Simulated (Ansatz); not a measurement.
# AlRu: what a guessed cell relaxes into, part 2 of 2

The task: take a trial cell of AlRu to zero force and stress.

Ansatz 0.2.0; DFT PBE, scalar-relativistic, plane waves, PAW.

## Step 5: Final relaxation

The end of the coarse run is made exact in the group found at a tolerance of 0.06 Å and reduced to its primitive cell.

File input.yaml:

```yaml
crystal:
  lattice:
    - [3.0035856113, 0.0, 0.0]
    - [0.0, 3.0035856113, 0.0]
    - [0.0, 0.0, 3.0035856113]
  atoms:
    - { symbol: Al, position: [0.5, 0.5, 0.5] }
    - { symbol: Ru, position: [0.0, 0.0, 0.0] }
basis:
  ecutwfc: 420
kpoints:
  mp_grid: { grid: [18, 18, 18] }
hamiltonian:
  xc: pbe
scf:
  occupations: { method: gaussian, width: 0.1 }
output:
  forces: true
  stress: true
  eigenvalues: true
  write_density: true
  write_potential: true
  elf: true
  volumetric_format: npy
relax:
  adjacent_minimum: "off"
  f_tol: 0.01
  max_steps: 80
  cell: { stress_tol: 0.05 }
```

Launch:

```sh
> ansatz run input.yaml --threads 1 --pin off --max-ram 2560MiB --backend cpu --events-out ev --progress --plain --runs-dir out
```

Log, cut to the lines that bear on the results:

```text
Warning: RAYON_NUM_THREADS=1 ignored (pool sized by the plan → 1); use --threads N
[...]
Pseudopotentials: kind: paw
Pseudopotential: Al, paw, valence charge 3, recommended cutoff 420 eV (normal), Al.paw.azcp
Pseudopotential: Ru, paw, valence charge 16, recommended cutoff 420 eV (normal), Ru.paw.azcp
Functional definition: PBE
[...]
Crystal: 2 atoms, lattice volume = 27.097 Å³
Basis set: ecut = 420 eV, 515 PW (Γ), exchange–correlation on 48×48×48 points (8 copies of the dense FFT grid, shifted against one another)
Bands: 14, of which v1, the nominal top of the filled ones, is band 10 counted from 1 (9 counted from 0)
Symmetry: 48 space group operations
Space group: Pm-3m (ITA 221), of the structure as read, at distance tolerance 3.0e-5 Å
k-points: 220 of 5832
[...]
SCF iter   1: F=—  HF=-6417.474118 eV  |F-HF|=—  |Δ(HF+E_count)|=         —  Δρ=3.79e-3  dr2=4.18e-3  ethr=1.77e-3  ⟨swp⟩=5.0  Hψ=16193  notcnv=0
[...]
--- Forces (eV/Å), atoms counted from 1 ---
  atom   1  Al     0.00000000     0.00000000     0.00000000
  atom   2  Ru    -0.00000000     0.00000000     0.00000000
[...]
--- Stress (GPa, compression-positive) ---
        0.018142       0.000000       0.000000
        0.000000       0.018142       0.000000
        0.000000       0.000000       0.018142
  P = ⅓ Tr σ = 0.0181 GPa (0.181 kbar)
--- Band table (eV; the first three rows and the last of 220) ---
  k-point 0: bands = ["-55.9131", "-25.8649", "-25.8649", "-25.8649", "6.2929", "12.3797", "12.3797", "16.0542", "16.0542", "16.0542", "21.9072", "21.9072", "21.9072", "26.7430"]
[...]
--- Relaxed structure (1 steps of the walk, 1 accepted, 1 SCFs on fresh bases) ---
  F+E_penalty+E_count = -6417.47319337 eV   max|allowed force component| = 7.231e-31 eV/Å   (the final SCF, on the basis selected at the relaxed cell)
  cell:  # Å, volume = 27.0969 Å³
    - [3.0035856113, 0.0, 0.0]
    - [0.0, 3.0035856113, 0.0]
    - [0.0, 0.0, 3.0035856113]
  atoms:
    - { symbol: Al, position: [0.5, 0.5, 0.5] }
    - { symbol: Ru, position: [0.0, 0.0, 0.0] }
```

Wall time 24 s (1 thread of Intel Xeon at 2.50GHz (Skylake/Cascade Lake), shared host); peak memory 0.4 GiB.

Step by step:

| step | E - E(step 1) (eV/cell) | largest force component (eV/Å) | pressure (GPa) | volume (Å³) |
| --- | --- | --- | --- | --- |
| 1 | 0.0000 | 0.0000 | 0.02 | 27.10 |
| 2 | 0.0000 | 0.0000 | 0.02 | 27.10 |

Step 1 is the start. Step 2 repeats the geometry before it on a plane-wave basis chosen anew for that cell, so its energy need not be comparable with the rows above.

|  | before | after | change |
| --- | --- | --- | --- |
| a (Å) | 3.004 | 3.004 | 0.0 % |
| b (Å) | 3.004 | 3.004 | 0.0 % |
| c (Å) | 3.004 | 3.004 | 0.0 % |
| volume (Å³/atom) | 13.55 | 13.55 | 0.0 % |
| shortest distance (Å) | 2.601 | 2.601 | 0.0 % |
| space group (0.01 Å) | Pm-3m | Pm-3m | same |

Forces and stress were held to the start's 48 operations: a distortion of lower symmetry was not tested.

Density in a lattice plane of the grid's cell (edges 3.00 and 3.00 Å, at 0.000 of the third edge), which holds Ru.

Ten even steps from ' ' (0.20 e/Å³) to '@' (10.10 e/Å³):
```
@@@@%%##++--....                  ....--++##%%@@
%%%%##**==--..                      ..--==**##%%
****++==--::..                      ..::--==++**
====--::::..                          ..::::--==
::......                                  ......
                                                
                                                
                                                
                                                
                                                
                                                
                                                
                                                
                                                
::......                                  ......
====--::::..                          ..::::--==
****++==--::..                      ..::--==++**
%%%%##**==--..                      ..--==**##%%
@@@@%%##++--....                  ....--++##%%@@
@@@@@@%%++==::..                  ..::==++%%@@@@
```
Columns run along the first of these edges and rows up along the second, over one cell in 24 and 20 even steps from the bottom left corner. Atoms in the plane (fractional): Ru at (0.00, 0.00).

ELF in the same plane.

Ten even steps from ' ' (0.14) to '@' (0.66):
```
::==**@@@@%%**--....::--==--::....--**%%@@@@**==
**##%%@@@@%%++--....::--==--::....--++%%@@@@%%##
%%@@@@@@%%##==::....::--==--::....::==##%%@@@@@@
%%%%%%%%##++--::::::--======--::::::--++##%%%%%%
****++++==--::::::----======----::::::--==++++**
----::::::::::::::--==========--::::::::::::::--
..........::::----======++======----::::........
......::::------======++++++======------::::....
::----------======++++++++++++++======----------
================++++++++++++++++++==============
::----------======++++++++++++++======----------
......::::------======++++++======------::::....
..........::::----======++======----::::........
----::::::::::::::--==========--::::::::::::::--
****++++==--::::::----======----::::::--==++++**
%%%%%%%%##++--::::::--======--::::::--++##%%%%%%
%%@@@@@@%%##==::....::--==--::....::==##%%@@@@@@
**##%%@@@@%%++--....::--==--::....--++%%@@@@%%##
::==**@@@@%%**--....::--==--::....--**%%@@@@**==
  ::++%%@@%%**--....::--==--::....--**%%@@%%++::
```
Columns run along the first of these edges and rows up along the second, over one cell in 24 and 20 even steps from the bottom left corner. Atoms in the plane (fractional): Ru at (0.00, 0.00).

Both are smooth fields of the valence electrons: close to the nuclei they are not physical.

Outside the cores ELF peaks at 0.51 beside Al, off the lines to its neighbours, 1.1 Å from Al; 0.50 on the Al–Ru line, 1.0 Å from Al.

## Step 6: Changed: mixing.algorithm anderson, mixing.beta 0.05

File input.yaml:

```yaml
crystal:
  lattice:
    - [3.0035856113, 0.0, 0.0]
    - [0.0, 3.0035856113, 0.0]
    - [0.0, 0.0, 3.0035856113]
  atoms:
    - { symbol: Al, position: [0.5, 0.5, 0.5] }
    - { symbol: Ru, position: [0.0, 0.0, 0.0] }
basis:
  ecutwfc: 420
kpoints:
  mp_grid: { grid: [18, 18, 18] }
hamiltonian:
  xc: pbe
scf:
  occupations: { method: gaussian, width: 0.1 }
  mixing: { algorithm: anderson, beta: 0.05 }
output:
  forces: true
  eigenvalues: true
  stress: true
```

Launch:

```sh
> ansatz run input.yaml --threads 1 --pin off --max-ram 2560MiB --backend cpu --events-out ev --progress --plain --runs-dir out
```

Log, cut to the lines that bear on the results:

```text
Warning: RAYON_NUM_THREADS=1 ignored (pool sized by the plan → 1); use --threads N
[...]
Pseudopotentials: kind: paw
Pseudopotential: Al, paw, valence charge 3, recommended cutoff 420 eV (normal), Al.paw.azcp
Pseudopotential: Ru, paw, valence charge 16, recommended cutoff 420 eV (normal), Ru.paw.azcp
Functional definition: PBE
[...]
Crystal: 2 atoms, lattice volume = 27.097 Å³
Basis set: ecut = 420 eV, 515 PW (Γ), exchange–correlation on 48×48×48 points (8 copies of the dense FFT grid, shifted against one another)
Bands: 14, of which v1, the nominal top of the filled ones, is band 10 counted from 1 (9 counted from 0)
Symmetry: 48 space group operations
Space group: Pm-3m (ITA 221), of the structure as read, at distance tolerance 3.0e-5 Å
k-points: 220 of 5832
[...]
SCF iter   1: F=—  HF=-6417.474118 eV  |F-HF|=—  |Δ(HF+E_count)|=         —  Δρ=3.79e-3  dr2=4.18e-3  ethr=1.77e-3  ⟨swp⟩=5.0  Hψ=16193  notcnv=0
[...]
SCF converged after 7 iterations
Stability not checked: this state was not tested for a lower state beside it, because the mixer in use, unlike msr1, does not test its closes by its own steps (another_mixer; see scf.mixing.algorithm and scf.lower_state_search)
Free energy (F): -6417.473193 eV
[...]
E sigma→0 (E₀):  -6417.469460 eV
Entropy (-TS):   -0.007467 eV (-3.734 meV/atom)
Fermi energy:    15.875618 eV
[...]
--- Forces (eV/Å), atoms counted from 1 ---
  atom   1  Al     0.00000000     0.00000000     0.00000000
  atom   2  Ru     0.00000000    -0.00000000     0.00000000
[...]
--- Stress (GPa, compression-positive) ---
        0.018000       0.000000       0.000000
        0.000000       0.018000       0.000000
        0.000000       0.000000       0.018000
  P = ⅓ Tr σ = 0.0180 GPa (0.180 kbar)
--- Band table (eV; the first three rows and the last of 220) ---
  k-point 0: bands = ["-55.9130", "-25.8648", "-25.8648", "-25.8648", "6.2929", "12.3797", "12.3797", "16.0542", "16.0542", "16.0542", "21.9072", "21.9072", "21.9072", "26.7430"]
[...]
```

Run time: 10 s. Hardware: 1 thread of Intel Xeon at 2.50GHz (Skylake/Cascade Lake), shared host; peak memory 0.37 GiB.

```tsv
run	ending	energy change	pressure (GPa)	gap (eV)	force (eV/Å)	cycles	time
step 5	converged	0	0.0	0.00	0.00	-	24 s
variant	converged	0.0 meV/atom	0.0	0.00	0.00	7	10 s
```

With the changed mixing the energy agrees within 0.5 meV/atom.

## Step 7: Outcome

This closing draws on all 2 parts. Changes of volume or cell count from the first structure of part 1.

```
                              quantity                                                                      value
symmetry at the end (tolerance 0.05 Å)                                                space group Pm-3m (No. 221)
                     conventional cell  a = 3.004 Å, b = 3.004 Å, c = 3.004 Å, α = 90.00°, β = 90.00°, γ = 90.00°
                                volume                                                              13.55 Å³/atom
              energy over the elements                                                              -0.64 eV/atom
                       gap on the mesh                                                               none (metal)
```

What this shows: The space group Pm-3m (No. 221) is kept, and the volume per atom shrinks by 13.1 % from the first guess. It lies below the elements, which doesn't yet make it stable: competing phases were not computed in this session. No finished test with a distortion of lower symmetry is shown, so the end may be a saddle point. Other magnetic orders were not searched.
